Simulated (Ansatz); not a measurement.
A run of Ansatz 0.2.0:

File input.yaml:

```yaml
crystal:
  lattice:
    - [6.1535771931, -1.8834685, 0.0]
    - [6.1535771931, 1.8834685, 0.0]
    - [-1.9283261078, 0.0, 6.3289668713]
  atoms:
    - { symbol: Ti, position: [0.900071, 0.900071, 0.289602] }
    - { symbol: Ti, position: [0.195286, 0.195286, 0.283762] }
    - { symbol: Ti, position: [0.099929, 0.099929, 0.710398] }
    - { symbol: Ti, position: [0.804714, 0.804714, 0.716238] }
    - { symbol: O, position: [0.361931, 0.361931, 0.293397] }
    - { symbol: O, position: [0.2634885, 0.2634885, 0.6525] }
    - { symbol: O, position: [0.8671885, 0.8671885, 0.995291] }
    - { symbol: O, position: [0.7365115, 0.7365115, 0.3475] }
    - { symbol: O, position: [0.9416475, 0.9416475, 0.630021] }
    - { symbol: O, position: [0.1328115, 0.1328115, 0.004709] }
    - { symbol: O, position: [0.638069, 0.638069, 0.706603] }
    - { symbol: O, position: [0.0583525, 0.0583525, 0.369979] }
hamiltonian:
  xc: pbe
  pseudopotentials: { kind: paw }
kpoints:
  mp_grid: { grid: [8, 8, 4] }
scf:
  occupations: { method: fermi_dirac, width: 0.05 }
basis:
  ecutwfc: "300 eV"
output:
  forces: true
  stress: true
  eigenvalues: true
  write_density: true
  write_potential: true
  elf: true
  volumetric_format: npy
```

Potentials or basis: Ansatz PAW.

Run with:

```sh
$ ansatz run input.yaml --threads 2 --pin off --max-ram 5120MiB --backend cpu --events-out ev --progress --plain --runs-dir out
```

Hardware: 2 threads of Arm Neoverse V2, with other jobs on the host.

**Question.** Estimate the wall time of this run.

**Answer.** Wall time 15 s on 2 threads of Arm Neoverse V2, on a shared host, peak memory 0.6 GiB. Counts: scf iterations 10, plane waves 1735, k points 78, bands 60.
